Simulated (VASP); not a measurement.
Write the native input for VASP 6.6.1 that does the following.

```
Task                   : single point
Functional             : PBEsol
Potentials or basis    : VASP PAW PBE potentials, release 64 (Zn, S)
Cutoff                 : 520 eV
k mesh                 : 9 × 9 × 6
Occupations            : gaussian, width 0.05 eV
Spin                   : no spin polarisation
Dipole correction      : no
Further INCAR settings : ALGO = Normal; EDIFF = 1e-06; NBANDS = 26
```

The structure of ZnS lies in POSCAR:

```
ZnS
1.0
    3.5862871595      0.0000000000      0.0000000000
   -1.7931435797      3.1058157854      0.0000000000
    0.0000000000      0.0000000000      7.0397023249
Zn S
2 2
Direct
    0.3333333333      0.6666666667      0.0000000000
    0.6666666667      0.3333333333      0.5000000000
    0.3333333333      0.6666666667      0.3850000000
    0.6666666667      0.3333333333      0.8850000000
```

The input as run:

INCAR

```
SYSTEM = ZnS
ALGO = Normal
EDIFF = 1E-6
ENCUT = 520
GGA = PS
ISIF = 2
ISMEAR = 0
LASPH = .True.
LCHARG = .True.
LELF = .True.
LREAL = .False.
LVHAR = .True.
LWAVE = .False.
NBANDS = 26
NELM = 100
PREC = Accurate
SIGMA = 0.05
```

KPOINTS

```
k-points
0
Gamma
  9 9 6
  0 0 0
```

Potentials or basis: VASP PAW PBE potentials, release 64 (Zn, S).

Launch:

```bash
$ cat potpaw_PBE.64/Zn/POTCAR potpaw_PBE.64/S/POTCAR > POTCAR
$ mpirun -np 1 vasp_std > vasp.out
```

It gave:

| Property | Result |
| --- | --- |
| Pressure | 4.1 GPa |
| Largest force | 0.652 eV/Å |
| Band gap on the k mesh | 1.37 eV, direct |

Caveat: the PAW data sets were made with another functional, which shifts forces and pressure a little; an odd mesh through Γ misses points on the zone boundary, where band edges often lie.

Wall time 49 s on 1 thread of Intel(R) Xeon(R) 6975P-C (Granite Rapids) (shared host), peak memory 0.23 GiB.
